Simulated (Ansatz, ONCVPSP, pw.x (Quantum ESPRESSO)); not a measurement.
# Equation-of-state test of one ONCV potential (Al)

* Element: Al (Z = 13)
* Generator: ONCVPSP 4.0.1.1 (patched build)
* Type: optimised norm-conserving Vanderbilt (ONCV)
* Functional: PBE
* Relativity: scalar-relativistic
* Frozen core: [Ne]
* Valence charge: 3
* Reference configuration: 3s2 3p1
* Partial waves: 3s: rc 2.10 bohr, ncon 3, nbas 8, qcut 3.4 1/bohr, 3 projectors, debl 1.9 Ha; 3p: rc 2.05 bohr, ncon 4, nbas 8, qcut 3.6 1/bohr, 2 projectors, debl 1.6 Ha; d scattering state at 0.38 Ha: rc 2.00 bohr, ncon 3, nbas 7, qcut 4.7 1/bohr, 3 projectors, debl 1.6 Ha
* Local potential: polynomial inside 1.35 bohr (lpopt 5, dvloc0 0 Ha)
* Core correction: none

Crystal test: bcc Al in pw.x 7.5, no spin, 14³ k-points, Fermi–Dirac smearing 0.01 Ry, cutoffs 35/140 Ry. The reference is all-electron LAPW (Ansatz 0.2.0) with the same functional, mesh and smearing; V0 and B0 come from Birch–Murnaghan fits to the pressures at five volumes. Errors are pseudo minus all-electron; Δ is the rms difference of the E(V) curves that follow from these fits, minima aligned, over ±6 % about the mean V0. Mesh and smearing are coarse, so the numbers serve the comparison and aren't converged zero-temperature values; the lattice is a test structure that the element need not adopt.

| V (Å³/atom) | P all-electron (GPa) | P pseudo (GPa) |
| --- | --- | --- |
| 16.098 | 4.02 | 4.86 |
| 16.521 | 1.91 | 2.71 |
| 16.945 | 0.07 | 0.83 |
| 17.369 | -1.53 | -0.82 |
| 17.792 | -2.94 | -2.27 |

All-electron: a0 = 3.237 Å (V0 = 16.96 Å³/atom), B0 = 68.4 GPa.

Pseudopotential: mean pressure error (GPa): +0.75; a0 (Å): 3.249; a0 error (%): +0.37; B0 error (%): -2.2; Δ (meV/atom): 2.8.

Question: At the middle volume, how do free energy and pressure move when the wave cutoff is lowered (ecutrho kept at four times it)?

Answer:

```csv
cutoff (Ry),shift of F (meV/atom),shift of P (GPa)
16,+5.2,-0.06
21,+1.5,-0.02
28,+0.8,+0.01
```

The run at the middle volume (104 k-points, 6 iterations) took about 4.3 s on one core of a shared host (Neoverse-N1, 64 threads, 124 GiB, load 58).
